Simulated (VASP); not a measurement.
# VO2 (P4_2/mnm) in VASP: band structure with PBE

Aim: the band structure of VO2 with PBE.

Everything below comes from runs of VASP 6.6.1. Logs are shortened: lines on timing, memory, paths and dates and some standing lists are left out, and cuts for length are marked.

**1. The crystal as given**

Symmetry: P4_2/mnm, No. 136, tetragonal system. Conventional cell: a = 4.587 Å, b = 4.587 Å, c = 2.842 Å, α = 90.00°, β = 90.00°, γ = 90.00°. V (site symmetry mmm) is surrounded by 6 O at 1.92 to 1.94 Å. Around O (site symmetry m2m) lie 3 V at 1.92 to 1.94 Å.

**2. Band structure, PBE, collinear spin, ferromagnetic start**

INCAR reads:

```
SYSTEM = VO2
ALGO     = Normal         ! electronic algorithm
AMIX     = 0.2          
AMIX_MAG = 0.8          
BMIX     = 1E-4         
BMIX_MAG = 1E-4         
EDIFF    = 1E-6           ! SCF threshold, eV
ENCUT    = 520            ! plane-wave cutoff, eV
GGA      = PE             ! functional
ICORELEVEL= 1            
ISIF     = 2              ! what is computed and relaxed
ISMEAR   = 1              ! smearing method
ISPIN    = 2              ! spin polarisation
KPAR     = 2            
LASPH    = .TRUE.         ! aspherical terms in the spheres
LCHARG   = .FALSE.        ! write CHGCAR
LMAXMIX  = 4              ! l up to which the mixer works
LORBIT   = 11             ! projections on sites
LREAL    = .FALSE.        ! projectors in reciprocal space
LWAVE    = .FALSE.        ! write WAVECAR
MAGMOM   = 2 2 0 0 0 0    ! initial moments
NBANDS   = 38             ! bands
NELM     = 150            ! most SCF steps
PREC     = Accurate       ! precision mode
SIGMA    = 0.1            ! smearing width, eV
```

KPOINTS reads:

```
k-points
0
G
  8 8 14
  0 0 0
```

POSCAR reads:

```
VO2                                     
1.0
    4.5865279291     -0.0000000000      0.0000000000
    0.0000000000      4.5865279291      0.0000000000
    0.0000000000      0.0000000000      2.8415367023
  V               O             
     2     4
Direct
     1.0000000000000000    1.0000000000000000    1.0000000000000000
     0.5000000000000000    0.5000000000000000    0.5000000000000000
     0.2998141694838857    0.2998141694838857    1.0000000000000000
     0.2001858305161143    0.7998141694838857    0.5000000000000000
     0.7001858305161143    0.7001858305161143    0.0000000000000000
     0.7998141694838857    0.2001858305161143    0.5000000000000000
```

KPOINTS_OPT reads:

```
explicit points
96
Reciprocal
 0.0000000000  0.0000000000  0.0000000000 1
 0.0000000000  0.0555555556  0.0000000000 1
 0.0000000000  0.1111111111  0.0000000000 1
 0.0000000000  0.1666666667  0.0000000000 1
 0.0000000000  0.2222222222  0.0000000000 1
 0.0000000000  0.2777777778  0.0000000000 1
 0.0000000000  0.3333333333  0.0000000000 1
 0.0000000000  0.3888888889  0.0000000000 1
 0.0000000000  0.4444444444  0.0000000000 1
 0.0000000000  0.5000000000  0.0000000000 1
 0.0000000000  0.5000000000  0.0000000000 1
 0.0555555556  0.5000000000  0.0000000000 1
 0.1111111111  0.5000000000  0.0000000000 1
 0.1666666667  0.5000000000  0.0000000000 1
 0.2222222222  0.5000000000  0.0000000000 1
 0.2777777778  0.5000000000  0.0000000000 1
 0.3333333333  0.5000000000  0.0000000000 1
 0.3888888889  0.5000000000  0.0000000000 1
 0.4444444444  0.5000000000  0.0000000000 1
 0.5000000000  0.5000000000  0.0000000000 1
 0.5000000000  0.5000000000  0.0000000000 1
 0.4444444444  0.4444444444  0.0000000000 1
 0.3888888889  0.3888888889  0.0000000000 1
 0.3333333333  0.3333333333  0.0000000000 1
 0.2777777778  0.2777777778  0.0000000000 1
 0.2222222222  0.2222222222  0.0000000000 1
 0.1666666667  0.1666666667  0.0000000000 1
 0.1111111111  0.1111111111  0.0000000000 1
 0.0555555556  0.0555555556  0.0000000000 1
 0.0000000000  0.0000000000  0.0000000000 1
 0.0000000000  0.0000000000  0.0000000000 1
 0.0000000000  0.0000000000  0.0555555556 1
 0.0000000000  0.0000000000  0.1111111111 1
 0.0000000000  0.0000000000  0.1666666667 1
 0.0000000000  0.0000000000  0.2222222222 1
 0.0000000000  0.0000000000  0.2777777778 1
 0.0000000000  0.0000000000  0.3333333333 1
 0.0000000000  0.0000000000  0.3888888889 1
 0.0000000000  0.0000000000  0.4444444444 1
 0.0000000000  0.0000000000  0.5000000000 1
 0.0000000000  0.0000000000  0.5000000000 1
 0.0000000000  0.0555555556  0.5000000000 1
 0.0000000000  0.1111111111  0.5000000000 1
 0.0000000000  0.1666666667  0.5000000000 1
 0.0000000000  0.2222222222  0.5000000000 1
 0.0000000000  0.2777777778  0.5000000000 1
 0.0000000000  0.3333333333  0.5000000000 1
 0.0000000000  0.3888888889  0.5000000000 1
 0.0000000000  0.4444444444  0.5000000000 1
 0.0000000000  0.5000000000  0.5000000000 1
 0.0000000000  0.5000000000  0.5000000000 1
 0.0555555556  0.5000000000  0.5000000000 1
 0.1111111111  0.5000000000  0.5000000000 1
 0.1666666667  0.5000000000  0.5000000000 1
 0.2222222222  0.5000000000  0.5000000000 1
 0.2777777778  0.5000000000  0.5000000000 1
 0.3333333333  0.5000000000  0.5000000000 1
 0.3888888889  0.5000000000  0.5000000000 1
 0.4444444444  0.5000000000  0.5000000000 1
 0.5000000000  0.5000000000  0.5000000000 1
 0.5000000000  0.5000000000  0.5000000000 1
 0.4444444444  0.4444444444  0.5000000000 1
 0.3888888889  0.3888888889  0.5000000000 1
 0.3333333333  0.3333333333  0.5000000000 1
 0.2777777778  0.2777777778  0.5000000000 1
 0.2222222222  0.2222222222  0.5000000000 1
 0.1666666667  0.1666666667  0.5000000000 1
 0.1111111111  0.1111111111  0.5000000000 1
 0.0555555556  0.0555555556  0.5000000000 1
 0.0000000000  0.0000000000  0.5000000000 1
 0.0000000000  0.5000000000  0.0000000000 1
 0.0000000000  0.5000000000  0.0555555556 1
 0.0000000000  0.5000000000  0.1111111111 1
 0.0000000000  0.5000000000  0.1666666667 1
 0.0000000000  0.5000000000  0.2222222222 1
 0.0000000000  0.5000000000  0.2777777778 1
 0.0000000000  0.5000000000  0.3333333333 1
 0.0000000000  0.5000000000  0.3888888889 1
 0.0000000000  0.5000000000  0.4444444444 1
 0.0000000000  0.5000000000  0.5000000000 1
 0.5000000000  0.5000000000  0.0000000000 1
 0.5000000000  0.5000000000  0.0555555556 1
 0.5000000000  0.5000000000  0.1111111111 1
 0.5000000000  0.5000000000  0.1666666667 1
 0.5000000000  0.5000000000  0.2222222222 1
 0.5000000000  0.5000000000  0.2777777778 1
 0.5000000000  0.5000000000  0.3333333333 1
 0.5000000000  0.5000000000  0.3888888889 1
 0.5000000000  0.5000000000  0.4444444444 1
 0.5000000000  0.5000000000  0.5000000000 1
 0.0000000000  0.0000000000  0.0000000000 1
 0.5000000000  0.5000000000  0.5000000000 1
 0.5000000000  0.5000000000  0.0000000000 1
 0.0000000000  0.5000000000  0.5000000000 1
 0.0000000000  0.5000000000  0.0000000000 1
 0.0000000000  0.0000000000  0.5000000000 1
```

Potentials or basis: VASP PAW PBE potentials, release 64 (V_sv, O).

Started as:

```bash
$ cat potpaw_PBE.64/V_sv/POTCAR potpaw_PBE.64/O/POTCAR > POTCAR
$ mpirun -np 2 vasp_std > vasp.out
```

OUTCAR:

```text
SYSTEM = VO2
   AMIX = 0.2
   AMIX_MAG = 0.8
   EDIFF = 1E-6
   ENCUT = 520
   GGA = PE
   ISIF = 2
   ISMEAR = 1
   ISPIN = 2
   LASPH = .TRUE.
   LORBIT = 11
   LREAL = .FALSE.
   NELM = 150
   PREC = Accurate

 ion  position               nearest neighbor table
   1  0.000  0.000  0.000-   4 1.92   6 1.92   4 1.92   6 1.92   5 1.94   3 1.94
   2  0.500  0.500  0.500-   3 1.92   5 1.92   3 1.92   5 1.92   4 1.94   6 1.94
   3  0.300  0.300  0.000-   2 1.92   2 1.92   1 1.94
   4  0.200  0.800  0.500-   1 1.92   1 1.92   2 1.94
   5  0.700  0.700  0.000-   2 1.92   2 1.92   1 1.94
   6  0.800  0.200  0.500-   1 1.92   1 1.92   2 1.94

  LATTYP: Found a simple tetragonal cell.
 ALAT       =     4.5865279291
 C/A-ratio  =     0.6195398232

  Lattice vectors:

 A1 = (   4.5865279291,   0.0000000000,   0.0000000000)
 A2 = (   0.0000000000,   4.5865279291,   0.0000000000)
 A3 = (   0.0000000000,   0.0000000000,   2.8415367023)

Analysis of symmetry for initial positions (statically):
=====================================================================
 Subroutine PRICEL returns:
 Original cell was already a primitive cell.

 Routine SETGRP: Setting up the symmetry group for a
 simple tetragonal supercell.

 Subroutine GETGRP returns: Found 16 space group operations
 (whereof  8 operations were pure point group operations)
 out of a pool of 16 trial point group operations.

The static configuration has the point symmetry D_2h.
 The point group associated with its full space group is D_4h.

Analysis of symmetry for dynamics (positions and initial velocities):
=====================================================================
 Subroutine PRICEL returns:
 Original cell was already a primitive cell.

 Routine SETGRP: Setting up the symmetry group for a
 simple tetragonal supercell.

 Subroutine GETGRP returns: Found 16 space group operations
 (whereof  8 operations were pure point group operations)
 out of a pool of 16 trial point group operations.

The dynamic configuration has the point symmetry D_2h.
 The point group associated with its full space group is D_4h.

Analysis of structural, dynamic, and magnetic symmetry:
=====================================================================
 Subroutine PRICEL returns:
 Original cell was already a primitive cell.

 Routine SETGRP: Setting up the symmetry group for a
 simple tetragonal supercell.

 Subroutine GETGRP returns: Found 16 space group operations
 (whereof  8 operations were pure point group operations)
 out of a pool of 16 trial point group operations.

The overall configuration has the point symmetry D_2h.
 The point group associated with its full space group is D_4h.

 Subroutine INISYM returns: Found 16 space group operations
 (whereof  8 operations are pure point group operations),
 and found     1 'primitive' translations

----------------------------------------------------------------------------------------

                                     Primitive cell

  volume of cell :      59.7752

  direct lattice vectors                    reciprocal lattice vectors
     4.586527929  0.000000000  0.000000000     0.218029851  0.000000000  0.000000000
     0.000000000  4.586527929  0.000000000     0.000000000  0.218029851  0.000000000
     0.000000000  0.000000000  2.841536702     0.000000000  0.000000000  0.351922254
[... 116 lines left out ...]
   LORBIT       =     11    0 simple, 1 ext, 2 COOP (PROOUT), +10 PAW based schemes
   GGA     = PE    functional components
   LHFCALC =     F    Hartree Fock is set to
   AEXX    =    0.0000 exact exchange contribution
   IVDW    =     0    specifies the selected vdW correction
   LEPSILON=     F    determine dielectric tensor
   LRPA    =     F    only Hartree local field effects (RPA)
 spin polarized calculation
 Methfessel and Paxton  Order N= 1 SIGMA  =   0.10
  energy-cutoff  :      520.00
  volume of cell :       59.78
 maximum number of plane-waves:      1632
 NGX is ok and might be reduce to    36
   NGX = 17   NGY = 17   NGZ = 11

 number of electron      49.9999979 magnetization       2.0005528

 Free energy of the ion-electron system (eV)
  ---------------------------------------------------
  ext. energy  EPLUGINS =         0.00000000
  ---------------------------------------------------
  free energy    TOTEN  =       -51.95784180 eV

  energy without entropy =      -51.95784909  energy(sigma->0) =      -51.95784423

 the core state eigenenergies are
   1-  1s  -5353.6118  2s   -592.5594  2p   -493.0128
   2-  1s  -5353.6118  2s   -592.5594  2p   -493.0128
   3-  1s   -500.0161
   4-  1s   -500.0161
   5-  1s   -500.0161
   6-  1s   -500.0161

 E-fermi :   6.1478     XC(G=0): -11.7013

 val. band max:        6.1401586732   @ k =   0.1250   0.1250   0.0000
 cond. band min:       6.1601528747   @ k =   0.3750   0.1250   0.0714
 fundamental gap:      0.0199942015
 Fermi energy:         6.1477756674

 spin component 1

 k-point     1 :       0.0000    0.0000    0.0000
  band No.  band energies     occupation
      1     -59.9444      1.00000
      2     -59.9359      1.00000
      3     -33.7691      1.00000
      4     -33.7691      1.00000
      5     -33.6948      1.00000
      6     -33.6882      1.00000
[... 949 lines left out ...]
     36      15.5245      0.00000
     37      18.4065      0.00000

 [... further k-points ...]

 spin component 2

 k-point     1 :       0.0000    0.0000    0.0000
  band No.  band energies     occupation
      1     -58.8387      1.00000
      2     -58.8295      1.00000
      3     -32.6749      1.00000
      4     -32.6749      1.00000
      5     -32.6283      1.00000
      6     -32.6092      1.00000
[... 949 lines left out ...]
     36      15.6479      0.00000
     37      18.6840      0.00000

 [... further k-points ...]

 [bands above 37 left out]

------------------------ aborting loop because EDIFF is reached ----------------------------------------

  FORCE on cell =-STRESS in cart. coord.  units (eV):
  Direction    XX          YY          ZZ          XY          YZ          ZX
  --------------------------------------------------------------------------------------
  -------------------------------------------------------------------------------------
  Total        0.0313224      0.0313224      0.0315619      0.0000000      0.0000000      0.0000000
  in kB        0.8395465      0.8395465      0.8459636      0.0000000      0.0000000      0.0000000
  external PRESSURE =       0.8416855 kB  Pullay stress =       0.0000000 kB

 VOLUME and BASIS-vectors are now :
 -----------------------------------------------------------------------------
  energy-cutoff  :      520.00
  volume of cell :       59.78
      direct lattice vectors                 reciprocal lattice vectors
     4.586527929  0.000000000  0.000000000     0.218029851  0.000000000  0.000000000
     0.000000000  4.586527929  0.000000000     0.000000000  0.218029851  0.000000000
     0.000000000  0.000000000  2.841536702     0.000000000  0.000000000  0.351922254

 POSITION                                       TOTAL-FORCE (eV/Angst)
 -----------------------------------------------------------------------------------
      0.00000      0.00000      0.00000         0.000000     -0.000000      0.000000
      2.29326      2.29326      1.42077         0.000000     -0.000000      0.000000
      1.37511      1.37511      0.00000        -0.000667     -0.000667      0.000000
      0.91816      3.66837      1.42077         0.000667     -0.000667      0.000000
      3.21142      3.21142      0.00000         0.000667      0.000667      0.000000
      3.66837      0.91816      1.42077        -0.000667      0.000667      0.000000
 -----------------------------------------------------------------------------------
    total drift:                                0.000000      0.000000      0.000000

  FREE ENERGIE OF THE ION-ELECTRON SYSTEM (eV)
  ---------------------------------------------------
  free  energy   TOTEN  =       -51.9578418011 eV

  energy  without entropy=      -51.9578490875  energy(sigma->0) =      -51.95784423

 total charge

# of ion       s       p       d       tot
------------------------------------------
    1        2.280   6.331   2.899  11.510
    2        2.280   6.331   2.899  11.510
    3        1.572   3.472   0.000   5.044
    4        1.572   3.472   0.000   5.044
    5        1.572   3.472   0.000   5.044
    6        1.572   3.472   0.000   5.044
--------------------------------------------------
tot         10.849  26.549   5.798  43.196

 magnetization (x)

# of ion       s       p       d       tot
------------------------------------------
    1        0.013   0.012   1.026   1.051
    2        0.013   0.012   1.026   1.051
    3       -0.002  -0.052   0.000  -0.054
    4       -0.002  -0.052   0.000  -0.054
    5       -0.002  -0.052   0.000  -0.054
    6       -0.002  -0.052   0.000  -0.054
--------------------------------------------------
tot          0.018  -0.184   2.052   1.886
```

Run time: 5 min. Hardware: 2 MPI ranks of Intel Xeon Platinum 8259CL at 2.50GHz (Skylake/Cascade Lake), shared host; peak memory 0.71 GiB.

What came out:

```yaml
Free_energy: -51.9578 eV
Pressure: 0.1 GPa
Band_gap_along_the_path: none (metal or under the smearing width)
Net_moment: 2.00 μB per cell
Site_moments: V +1.05; O -0.05 μB
Valence_electrons_inside_the_program's_atomic_spheres: V 11.51; O 5.04
```

Core levels (eV, on the scale of the bands):
| atom | levels |
| --- | --- |
| 1 V | 1s -5353.6, 2s -592.6, 2p -493.0 |
| 2 V | 1s -5353.6, 2s -592.6, 2p -493.0 |
| 3 O | 1s -500.0 |
| 4 O | 1s -500.0 |
| 5 O | 1s -500.0 |
| 6 O | 1s -500.0 |

Caveat: semilocal functionals often make such compounds metallic where correlation or magnetic order opens a gap, which also shifts bond lengths.
